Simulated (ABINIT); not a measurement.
The system is CuO (Tenorite).

```
Cu O
1.0
     2.34465   -1.71340    0.00000
     2.34465    1.71340    0.00000
    -0.86055    0.00000    5.05944
Cu O
2 2
Direct
  0.49680 0.00320 0.50000
  0.00320 0.49680 0.00000
  0.40560 0.57140 0.75370
  0.57140 0.40560 0.25370
```

Base run:

| Property | Result |
| --- | --- |
| Program | ABINIT 10.8.3 (patched build) |
| Functional | PBEsol |
| Potentials or basis | PseudoDojo NC SR PBEsol v0.4.1 standard |
| Cutoff | 1143 eV |
| k mesh | 8 × 8 × 4 |
| Occupations | fermi-dirac, width 0.05 eV |
| Spin | no spin polarisation |

Its results: band gap on the k mesh none (metal or under the smearing width); pressure -4.0 GPa; largest force 0.771 eV/Å.

Problem. The run is repeated on the same cell with these changes: functional from PBEsol to LDA; potentials or basis from PseudoDojo NC SR PBEsol v0.4.1 standard to PseudoDojo NC SR LDA v0.4.1 standard; cutoff from 1143 eV to 1252 eV. What comes out?

Solution. Band gap on the k mesh none (metal or under the smearing width); pressure -9.7 GPa; largest force 0.810 eV/Å.

Caveats: the run has no spin polarisation, though such a crystal can be magnetic; semilocal functionals often make such compounds metallic where correlation or magnetic order opens a gap, which also shifts bond lengths.
